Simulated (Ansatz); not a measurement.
# GaP: the cost of one run

Program: Ansatz 0.2.0. Level of theory: DFT LDA, scalar-relativistic. These are calculated values, not measurements.

2 further runs of the same task are left out: 2 set aside as unsound or not needed.

### 1 The structure to begin with

Symmetry: F-43m, No. 216, cubic system. Conventional cell: a = 5.451 Å, b = 5.451 Å, c = 5.451 Å, α = 90.00°, β = 90.00°, γ = 90.00°. Ga (site symmetry -43m) is surrounded by 4 P at 2.36 Å. P (site symmetry -43m) has 4 Ga at 2.36 Å as nearest neighbours.

Coordinates:

```cif
data_structure
_symmetry_space_group_name_H-M 'F-43m'
_symmetry_Int_Tables_number 216
_cell_length_a 5.4505
_cell_length_b 5.4505
_cell_length_c 5.4505
_cell_angle_alpha 90.000
_cell_angle_beta 90.000
_cell_angle_gamma 90.000
_cell_volume 161.92
loop_
_atom_site_label
_atom_site_type_symbol
_atom_site_symmetry_multiplicity
_atom_site_Wyckoff_symbol
_atom_site_fract_x
_atom_site_fract_y
_atom_site_fract_z
_atom_site_occupancy
Ga1 Ga 4 a 0.00000 0.00000 0.00000 1
P1 P 4 c 0.25000 0.25000 0.25000 1
```

The file gives the conventional cell by its symmetry; the runs use the cell typed in the input.

Atoms are numbered in the order of the input: Ga1, P2.

### 2 After the deformation

Space group F-43m before, I-4m2 after.

### 3 LAPW, all electrons

Contents of input.yaml:

```yaml
crystal:
  lattice:
    - [0.0, 2.72525, 2.6979975]
    - [2.72525, 0.0, 2.6979975]
    - [2.72525, 2.72525, 0.0]
  atoms:
    - { symbol: Ga, position: [0.0, 0.0, 0.0] }
    - { symbol: P, position: [0.75, 0.75, 0.75] }
kpoints:
  mp_grid: { grid: [10, 10, 10] }
  band_path:
    path:
      - [0.0, 0.0, 0.0]
      - [0.0, 0.5, 0.5]
      - [0.25, 0.75, 0.5]
      - [0.0, 0.5, 0.0]
      - [0.0, 0.0, 0.0]
      - [0.5, 0.5, 0.0]
      - [0.3775380063, 0.6224619937, 0.0]
      - [-0.3775380063, 0.3775380063, 0.0]
      - [0.0, 0.0, 0.0]
    npoints: 5
scf:
  occupations: { method: fermi_dirac, width: 0.05 }
hamiltonian:
  xc: lda
  pseudopotentials: { kind: all_electron, lapw: { basis_error: 0.0005 } }
output:
  forces: true
  stress: true
  eigenvalues: true
```

Run with:

```sh
$ ansatz run input.yaml --threads 1 --pin off --max-ram 3072MiB --backend cpu --events-out ev --progress --plain --runs-dir out
```

What time and memory should one allow on 1 thread of Arm Neoverse V2, shared host?

About 34 s, with a peak of 0.4 GiB.
